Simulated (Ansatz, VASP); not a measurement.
Given: the input of a run of Ansatz 0.2.0 on SrO.

input.yaml

```yaml
crystal:
  lattice:
    - [0.0, 2.5663, 2.5663]
    - [2.5663, 0.0, 2.5663]
    - [2.5663, 2.5663, 0.0]
  atoms:
    - { symbol: Sr, position: [0.5, 0.5, 0.5] }
    - { symbol: O, position: [0.0, 0.0, 0.0] }
hamiltonian:
  xc: revpbe
  pseudopotentials: { kind: paw }
kpoints:
  mp_grid: { grid: [9, 9, 9] }
  band_path:
    path:
      - [[0.0, 0.0, 0.0], [0.5, 0.0, 0.5], [0.5, 0.25, 0.75], [0.375, 0.375, 0.75], [0.0, 0.0, 0.0], [0.5, 0.5, 0.5], [0.625, 0.25, 0.625], [0.5, 0.25, 0.75], [0.5, 0.5, 0.5], [0.375, 0.375, 0.75]]
      - [[0.625, 0.25, 0.625], [0.5, 0.0, 0.5]]
    npoints: 14
scf:
  occupations: { method: fermi_dirac, width: 0.05 }
  n_extra_bands: 6
output:
  forces: true
  stress: true
  eigenvalues: true
  fatbands: true
```

Potentials or basis: Ansatz PAW.

The run is started by

```bash
$ ansatz run input.yaml --threads 2 --pin off --max-ram 5632MiB --backend cpu --events-out ev --progress --plain --runs-dir out
```

Question: Translate it to VASP 6.6.1. Potentials there: VASP PAW PBE potentials, release 64 (Sr_sv, O).

Answer: As run (the cutoff follows the program's own potentials):

INCAR

```
PREC = Accurate ; ENCUT = 520
EDIFF = 1E-6 ; ISMEAR = -1
SIGMA = 0.05 ; LREAL = F
LASPH = T ; NELM = 60
ALGO = Normal ; ISIF = 2
LWAVE = F ; LCHARG = F
GGA = RE
```

File KPOINTS:

```
Automatic mesh
0
Gamma
  9 9 9
```

POSCAR

```
SrO
1.0
    0.0000000000      2.5663000000      2.5663000000
    2.5663000000      0.0000000000      2.5663000000
    2.5663000000      2.5663000000      0.0000000000
Sr O
1 1
Direct
    0.5000000000      0.5000000000      0.5000000000
    0.0000000000      0.0000000000      0.0000000000
```

The input KPOINTS_OPT:

```
path GXWKGLUWLK,UX
20
line-mode
reciprocal
 0.0000000000  0.0000000000  0.0000000000  G
 0.5000000000  0.0000000000  0.5000000000  X

 0.5000000000  0.0000000000  0.5000000000  X
 0.5000000000  0.2500000000  0.7500000000  W

 0.5000000000  0.2500000000  0.7500000000  W
 0.3750000000  0.3750000000  0.7500000000  K

 0.3750000000  0.3750000000  0.7500000000  K
 0.0000000000  0.0000000000  0.0000000000  G

 0.0000000000  0.0000000000  0.0000000000  G
 0.5000000000  0.5000000000  0.5000000000  L

 0.5000000000  0.5000000000  0.5000000000  L
 0.6250000000  0.2500000000  0.6250000000  U

 0.6250000000  0.2500000000  0.6250000000  U
 0.5000000000  0.2500000000  0.7500000000  W

 0.5000000000  0.2500000000  0.7500000000  W
 0.5000000000  0.5000000000  0.5000000000  L

 0.5000000000  0.5000000000  0.5000000000  L
 0.3750000000  0.3750000000  0.7500000000  K

 0.6250000000  0.2500000000  0.6250000000  U
 0.5000000000  0.0000000000  0.5000000000  X
```

Potentials or basis: VASP PAW PBE potentials, release 64 (Sr_sv, O).

Launch:

```console
$ cat potpaw_PBE.64/Sr_sv/POTCAR potpaw_PBE.64/O/POTCAR > POTCAR
$ mpirun -np 1 vasp_std > vasp.out
```

Both were run:

|  | VASP | Ansatz | Ansatz less VASP |
| --- | --- | --- | --- |
| gap on the k mesh at the Fermi level (eV) | 3.41 | 3.46 | +0.050 |
| least direct gap on the mesh (eV) | 3.50 | 3.54 | +0.039 |
| gap along the band path (eV) | 3.35 | 3.40 | +0.051 |
| pressure (GPa) | 6.2 | 5.6 | -0.61 |

With one functional, cell and mesh, what is left measures potentials, basis and numerics.

Caveats: the PAW data sets were made with another functional, which shifts forces and pressure a little (VASP); the k mesh misses the band edges, so the gap on the mesh is wider than the one along the path (Ansatz); the pressure holds a Pulay correction of +0.3 GPa for the finite cutoff (Ansatz); the PAW data sets come from PBE, with cores solved anew for the run's functional, which leaves a small shift of forces and pressure (Ansatz). As with any semilocal functional, this revPBE gap is likely too small.
